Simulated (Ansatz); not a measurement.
**Na_i (void) in GaN (P6_3mc): charge-transition levels and formation energies**

Aim: at which Fermi levels does Na_i (void) in GaN (P6_3mc) change its charge? The model is a cell of 72 host atoms with 1 Na put in.

Method: place-levels on r2SCAN runs: charge-transition levels and formation energies with image-charge correction and potential alignment at the atomic sites; PAW set soft_1, in Ansatz 0.2.0.

The experiments to compare with:

“On the origin of Blue Luminescence in Mg doped GaN” (2017, arxiv:1708.04036) quotes from earlier work for GaN, wurtzite (literature experimental value, sample not described, 2 K): band gap (band gap at 2 K) 3.51 eV [Literature value quoted for comparison without method or sample details; may be an …].

## 1. Set-up

The cell holds 73 atoms: 36 Ga, 36 N and 1 Na. Cell: a = 9.550 Å, b = 9.550 Å, c = 10.368 Å, α = 90.0°, β = 90.0°, γ = 120.0°. It derives from GaN (space group P6_3mc). Nearest the centre at fractional (0.667, 0.667, 0.094): Na73 at 0.00 Å, N68 at 2.08 Å, Ga70 at 2.08 Å, N60 at 2.08 Å, Ga62 at 2.08 Å, N36 at 2.08 Å, Ga38 at 2.08 Å, N71 at 2.45 Å.

Coordinates:

```xyz
73
Lattice="9.5498 0.0000 0.0000 -4.7749 8.2704 0.0000 0.0000 0.0000 10.3677" Properties=species:S:1:pos:R:3 pbc="T T T"
Ga    1.5916    0.9189    2.5873
Ga    0.0000    1.8379    5.1792
N     1.5916    0.9189    4.5405
N     0.0000    1.8379    1.9486
Ga    1.5916    0.9189    7.7711
Ga    0.0000    1.8379   10.3630
N     1.5916    0.9189    9.7243
N     0.0000    1.8379    7.1324
Ga    0.0000    3.6757    2.5873
Ga   -1.5916    4.5947    5.1792
N     0.0000    3.6757    4.5405
N    -1.5916    4.5947    1.9486
Ga    0.0000    3.6757    7.7711
Ga   -1.5916    4.5947   10.3630
N     0.0000    3.6757    9.7243
N    -1.5916    4.5947    7.1324
Ga   -1.5916    6.4325    2.5873
Ga   -3.1833    7.3515    5.1792
N    -1.5916    6.4325    4.5405
N    -3.1833    7.3515    1.9486
Ga   -1.5916    6.4325    7.7711
Ga   -3.1833    7.3515   10.3630
N    -1.5916    6.4325    9.7243
N    -3.1833    7.3515    7.1324
Ga    4.7749    0.9189    2.5873
Ga    3.1833    1.8379    5.1792
N     4.7749    0.9189    4.5405
N     3.1833    1.8379    1.9486
Ga    4.7749    0.9189    7.7711
Ga    3.1833    1.8379   10.3630
N     4.7749    0.9189    9.7243
N     3.1833    1.8379    7.1324
Ga    3.1833    3.6757    2.5873
Ga    1.5916    4.5947    5.1792
N     3.1833    3.6757    4.5405
N     1.5916    4.5947    1.9486
Ga    3.1833    3.6757    7.7711
Ga    1.5916    4.5947   10.3630
N     3.1833    3.6757    9.7243
N     1.5916    4.5947    7.1324
Ga    1.5916    6.4325    2.5873
Ga    0.0000    7.3515    5.1792
N     1.5916    6.4325    4.5405
N     0.0000    7.3515    1.9486
Ga    1.5916    6.4325    7.7711
Ga    0.0000    7.3515   10.3630
N     1.5916    6.4325    9.7243
N     0.0000    7.3515    7.1324
Ga    7.9582    0.9189    2.5873
Ga    6.3665    1.8379    5.1792
N     7.9582    0.9189    4.5405
N     6.3665    1.8379    1.9486
Ga    7.9582    0.9189    7.7711
Ga    6.3665    1.8379   10.3630
N     7.9582    0.9189    9.7243
N     6.3665    1.8379    7.1324
Ga    6.3665    3.6757    2.5873
Ga    4.7749    4.5947    5.1792
N     6.3665    3.6757    4.5405
N     4.7749    4.5947    1.9486
Ga    6.3665    3.6757    7.7711
Ga    4.7749    4.5947   10.3630
N     6.3665    3.6757    9.7243
N     4.7749    4.5947    7.1324
Ga    4.7749    6.4325    2.5873
Ga    3.1833    7.3515    5.1792
N     4.7749    6.4325    4.5405
N     3.1833    7.3515    1.9486
Ga    4.7749    6.4325    7.7711
Ga    3.1833    7.3515   10.3630
N     4.7749    6.4325    9.7243
N     3.1833    7.3515    7.1324
Na    3.1833    5.5136    0.9720
```

The host's dielectric constants go in as inputs: (5.83, 5.83, 6.02) for the electrons alone, (10.10, 10.10, 11.19) with the ions, computed on the host (DFPT, PBEsol, on the r2SCAN cell), and a cell off the functional's own equilibrium shifts the ionic part.

The cell's shortest repeat is 9.5 Å.

## 2. Charge states

A transition level is the Fermi level at which two charge states cost the same, so each charge needs its own total energy, at its own relaxed structure.

Each atom starts 0.05 Å or so off its site in a random direction: a symmetric start keeps its symmetry, and would miss off-centre moves and Jahn–Teller distortions. Forces are taken at one point at (¼, ¼, ¼). The cell holds 1 electron fewer than the neutral one, with a uniform background that keeps it neutral on the whole.

The sampling was tested on the host first: at the k-points planned (1x1x1 shifted 0.25 0.25 0.25) its energy lies -0.023 eV an atom from the dense-mesh value, a large miss, so this sampling is coarse for the host.

One state's input; the others differ in charge, spin, start and seed, and in occupations where the table says so.

Contents of qp1.relax/input.yaml:

```yaml
crystal:
  lattice:
    - [9.54981763, 0.0, 0.0]
    - [-4.77490882, 8.27038467, 0.0]
    - [0.0, 0.0, 10.36766323]
  atoms:
    - { symbol: Ga, position: [0.22222222, 0.11111111, 0.24955312] }
    - { symbol: Ga, position: [0.11111111, 0.22222222, 0.49955312] }
    - { symbol: "N", position: [0.22222222, 0.11111111, 0.43794688] }
    - { symbol: "N", position: [0.11111111, 0.22222222, 0.18794688] }
    - { symbol: Ga, position: [0.22222222, 0.11111111, 0.74955312] }
    - { symbol: Ga, position: [0.11111111, 0.22222222, 0.99955312] }
    - { symbol: "N", position: [0.22222222, 0.11111111, 0.93794688] }
    - { symbol: "N", position: [0.11111111, 0.22222222, 0.68794688] }
    - { symbol: Ga, position: [0.22222222, 0.44444444, 0.24955312] }
    - { symbol: Ga, position: [0.11111111, 0.55555556, 0.49955312] }
    - { symbol: "N", position: [0.22222222, 0.44444444, 0.43794688] }
    - { symbol: "N", position: [0.11111111, 0.55555556, 0.18794688] }
    - { symbol: Ga, position: [0.22222222, 0.44444444, 0.74955312] }
    - { symbol: Ga, position: [0.11111111, 0.55555556, 0.99955312] }
    - { symbol: "N", position: [0.22222222, 0.44444444, 0.93794688] }
    - { symbol: "N", position: [0.11111111, 0.55555556, 0.68794688] }
    - { symbol: Ga, position: [0.22222222, 0.77777778, 0.24955312] }
    - { symbol: Ga, position: [0.11111111, 0.88888889, 0.49955312] }
    - { symbol: "N", position: [0.22222222, 0.77777778, 0.43794688] }
    - { symbol: "N", position: [0.11111111, 0.88888889, 0.18794688] }
    - { symbol: Ga, position: [0.22222222, 0.77777778, 0.74955312] }
    - { symbol: Ga, position: [0.11111111, 0.88888889, 0.99955312] }
    - { symbol: "N", position: [0.22222222, 0.77777778, 0.93794688] }
    - { symbol: "N", position: [0.11111111, 0.88888889, 0.68794688] }
    - { symbol: Ga, position: [0.55555556, 0.11111111, 0.24955312] }
    - { symbol: Ga, position: [0.44444444, 0.22222222, 0.49955312] }
    - { symbol: "N", position: [0.55555556, 0.11111111, 0.43794688] }
    - { symbol: "N", position: [0.44444444, 0.22222222, 0.18794688] }
    - { symbol: Ga, position: [0.55555556, 0.11111111, 0.74955312] }
    - { symbol: Ga, position: [0.44444444, 0.22222222, 0.99955312] }
    - { symbol: "N", position: [0.55555556, 0.11111111, 0.93794688] }
    - { symbol: "N", position: [0.44444444, 0.22222222, 0.68794688] }
    - { symbol: Ga, position: [0.55555556, 0.44444444, 0.24955312] }
    - { symbol: Ga, position: [0.44444444, 0.55555556, 0.49955312] }
    - { symbol: "N", position: [0.55555556, 0.44444444, 0.43794688] }
    - { symbol: "N", position: [0.44444444, 0.55555556, 0.18794688] }
    - { symbol: Ga, position: [0.55555556, 0.44444444, 0.74955312] }
    - { symbol: Ga, position: [0.44444444, 0.55555556, 0.99955312] }
    - { symbol: "N", position: [0.55555556, 0.44444444, 0.93794688] }
    - { symbol: "N", position: [0.44444444, 0.55555556, 0.68794688] }
    - { symbol: Ga, position: [0.55555556, 0.77777778, 0.24955312] }
    - { symbol: Ga, position: [0.44444444, 0.88888889, 0.49955312] }
    - { symbol: "N", position: [0.55555556, 0.77777778, 0.43794688] }
    - { symbol: "N", position: [0.44444444, 0.88888889, 0.18794688] }
    - { symbol: Ga, position: [0.55555556, 0.77777778, 0.74955312] }
    - { symbol: Ga, position: [0.44444444, 0.88888889, 0.99955312] }
    - { symbol: "N", position: [0.55555556, 0.77777778, 0.93794688] }
    - { symbol: "N", position: [0.44444444, 0.88888889, 0.68794688] }
    - { symbol: Ga, position: [0.88888889, 0.11111111, 0.24955312] }
    - { symbol: Ga, position: [0.77777778, 0.22222222, 0.49955312] }
    - { symbol: "N", position: [0.88888889, 0.11111111, 0.43794688] }
    - { symbol: "N", position: [0.77777778, 0.22222222, 0.18794688] }
    - { symbol: Ga, position: [0.88888889, 0.11111111, 0.74955312] }
    - { symbol: Ga, position: [0.77777778, 0.22222222, 0.99955312] }
    - { symbol: "N", position: [0.88888889, 0.11111111, 0.93794688] }
    - { symbol: "N", position: [0.77777778, 0.22222222, 0.68794688] }
    - { symbol: Ga, position: [0.88888889, 0.44444444, 0.24955312] }
    - { symbol: Ga, position: [0.77777778, 0.55555556, 0.49955312] }
    - { symbol: "N", position: [0.88888889, 0.44444444, 0.43794688] }
    - { symbol: "N", position: [0.77777778, 0.55555556, 0.18794688] }
    - { symbol: Ga, position: [0.88888889, 0.44444444, 0.74955312] }
    - { symbol: Ga, position: [0.77777778, 0.55555556, 0.99955312] }
    - { symbol: "N", position: [0.88888889, 0.44444444, 0.93794688] }
    - { symbol: "N", position: [0.77777778, 0.55555556, 0.68794688] }
    - { symbol: Ga, position: [0.88888889, 0.77777778, 0.24955312] }
    - { symbol: Ga, position: [0.77777778, 0.88888889, 0.49955312] }
    - { symbol: "N", position: [0.88888889, 0.77777778, 0.43794688] }
    - { symbol: "N", position: [0.77777778, 0.88888889, 0.18794688] }
    - { symbol: Ga, position: [0.88888889, 0.77777778, 0.74955312] }
    - { symbol: Ga, position: [0.77777778, 0.88888889, 0.99955312] }
    - { symbol: "N", position: [0.88888889, 0.77777778, 0.93794688] }
    - { symbol: "N", position: [0.77777778, 0.88888889, 0.68794688] }
    - { symbol: Na, position: [0.666667, 0.666667, 0.09375] }
  host:
    repeats: [3, 3, 2]
    atoms:
      - { symbol: Ga, position: [0.66666667, 0.33333333, 0.49910624] }
      - { symbol: Ga, position: [0.33333333, 0.66666667, 0.99910624] }
      - { symbol: "N", position: [0.66666667, 0.33333333, 0.87589376] }
      - { symbol: "N", position: [0.33333333, 0.66666667, 0.37589376] }
total_charge: 1
basis:
  ecutwfc: 500
  xc_grid: 2
hamiltonian:
  xc: r2scan
  pseudopotentials: { kind: paw, azcp: { folder: soft_1 } }
kpoints:
  mp_grid: { grid: [1, 1, 1], shift: [0.25, 0.25, 0.25] }
scf:
  occupations: { method: fixed }
  max_iter: 80
output:
  forces: true
  charged_corrections:
    epsilon: [5.83, 5.83, 6.02]
    static_epsilon: [10.1, 10.1, 11.19]
    defect_position: [0.666667, 0.666667, 0.09375]
relax:
  f_tol: 0.02
  max_steps: 80
  random_displacement: { amplitude: 0.05, seed: 496 }
checkpoint:
  write: "../qp1.relax.run"
  compress: false
  write_wavefunctions: true
  write_every: 100000
```

Command:

```sh
> ansatz run input.yaml --threads 4 --pin off --max-ram 15073MiB --backend cpu --events-out ev --progress --plain --runs-dir out
```

The relaxed structure is kept and the sampling changed to a 2×2×2 shifted mesh.

The run of this state that the levels use, under r2SCAN:

Contents of qp1.point/input.yaml:

```yaml
crystal:
  checkpoint: "../qp1.relax.run"
  host: checkpoint
total_charge: 1
basis:
  ecutwfc: 500
  xc_grid: 2
hamiltonian:
  xc: r2scan
  pseudopotentials: { kind: paw, azcp: { folder: soft_1 } }
kpoints:
  mp_grid: { grid: [2, 2, 2], shift: [0.5, 0.5, 0.5] }
scf:
  occupations: { method: fermi_dirac, width: 0.01 }
  max_iter: 80
output:
  forces: true
  eigenvalues: true
  charged_corrections:
    epsilon: [5.83, 5.83, 6.02]
    static_epsilon: [10.1, 10.1, 11.19]
    defect_position: [0.666667, 0.666667, 0.09375]
  eigenstates: { localisation: true }
  populations: true
  band_densities: [{ bands: [v1, v1] }, { bands: [c1, c1] }]
  write_density: true
  write_potential: true
  volumetric_format: npy
checkpoint:
  read: "../qp1.relax.run"
  write: "../qp1.point.run"
  compress: false
  write_wavefunctions: false
  write_every: 100000
```

Relaxations under r2SCAN at one point at (¼, ¼, ¼); times on 4 threads of Arm Neoverse V2, shared host:

```
charge  moment (μB)  occupations    outcome  steps  largest displacement against the far atoms (Å)     time
     0            1        fixed  converged      6                                            0.20  6.8 min
    +1            0        fixed  converged      5                                            0.20  2.7 min
```

Single points under r2SCAN at a 2×2×2 shifted mesh; times on 4 threads of Arm Neoverse V2, shared host:

```csv
charge,moment (μB),occupations,outcome,time
0,1,fermi-dirac,converged,6.1 min
+1,0,fermi-dirac,converged,2.7 min
```

Distances (Å) from Na73 to the nearest atoms after relaxation with r2SCAN:

```
charge  moment (μB)      1.      2.      3.       4.       5.       6.
     0            1  N 2.12  N 2.12  N 2.13  Ga 2.27  Ga 2.27  Ga 2.27
    +1            0  N 2.12  N 2.12  N 2.12  Ga 2.26  Ga 2.27  Ga 2.27
```

[end of part 1 of 2]

[Logs are printed without paths, hosts, clocks, repeated set-up lines and the standing remarks that a program may print on its own settings, such as how far it seeks lower states.]

[Hosts, paths, dates, database ids (printed as entryN), source tags and the programs' standing remarks are cut or masked in the printed files.]

[Where a table of states has a column of steps, it counts the stored structures, which are thinned; the runs took as many ionic steps or more.]

[A defect's name tells the site on which it was built; relaxed atoms can leave that site.]

[For some hosts the program warned that the k-mesh of the response run may be too coarse for force constants and the static dielectric constant; such warnings are not shown here.]
